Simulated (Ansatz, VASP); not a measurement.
## Al3Au: VASP beside Ansatz

```xyz
4
Lattice="-2.0682 2.0682 4.3858 2.0682 -2.0682 4.3858 2.0682 2.0682 -4.3858" Properties=species:S:1:pos:R:3 pbc="T T T"
Al    0.0000    2.0682    2.1929
Al    2.0682    0.0000    2.1929
Al    0.0000    0.0000    4.3858
Au    0.0000    0.0000    0.0000
```

Alike in both runs: task single point; functional PBE; k mesh 14 × 14 × 14; occupations gaussian, width 0.1 eV; no spin polarisation.

```csv
,VASP,Ansatz
version,VASP 6.6.1,Ansatz 0.2.0
potentials or method,"VASP PAW PBE potentials, release 64 (Al, Au)","scalar-relativistic, plane waves, PAW"
plane-wave cutoff (eV),520,420
valence electrons in the cell,20,28
```

```tsv
	VASP	Ansatz	Ansatz less VASP
gap on the k mesh at the Fermi level (eV)	none	none	-
pressure (GPa)	-7.9	-7.8	+0.07
largest component of the traceless stress (GPa)	1.30	1.33	+0.023
```

A gap of «none» marks a metal or a gap that the smearing closes. The two sets of potentials don't hold the same shells in valence.

The runs have no spin-orbit coupling, so splittings on Au are missing.
